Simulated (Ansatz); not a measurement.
A surface is cut from this relaxed crystal of Ni:

```xyz
1
Lattice="0.0000 1.7592 1.7592 1.7592 0.0000 1.7592 1.7592 1.7592 0.0000" Properties=species:S:1:pos:R:3 pbc="T T T"
Ni    0.0000    0.0000    0.0000
```

Miller indices refer to the conventional cell of Fm-3m (No. 225), a = 3.518 Å, b = 3.518 Å, c = 3.518 Å, α = 90.00°, β = 90.00°, γ = 90.00°.

Consider the (111) slab of 6 planes, 10.2 Å thick with 15 Å of vacuum as cut; outer planes Ni (top) and Ni (bottom), all atoms relaxed.

Method: Ansatz, DFT PBE, scalar-relativistic, plane waves, PAW. Settings: cutoff 420 eV, Γ-centred mesh 15×15×1 on the computed 6-atom cell, Gaussian smearing of 0.10 eV; collinear spin from starting moments 0.75 0.75 0.75 0.75 0.75 0.75 μB. A dipole correction removes the field between periodic images along c.

Problem. Estimate the surface energy (mean of both faces).

Solution. 1.95 J/m².

Problem. Give the work function.

Solution. 5.04 eV.

Problem. Give the sequence of site moments over 0.05 μB in size, bottom to top.

Solution. Ni 0.72, Ni 0.72, Ni 0.68, Ni 0.68, Ni 0.72, Ni 0.72 μB.

Problem. The top two planes lie 2.031 Å apart in the bulk. How does relaxation change this?

Solution. The spacing becomes 2.001 Å (-1.5 %).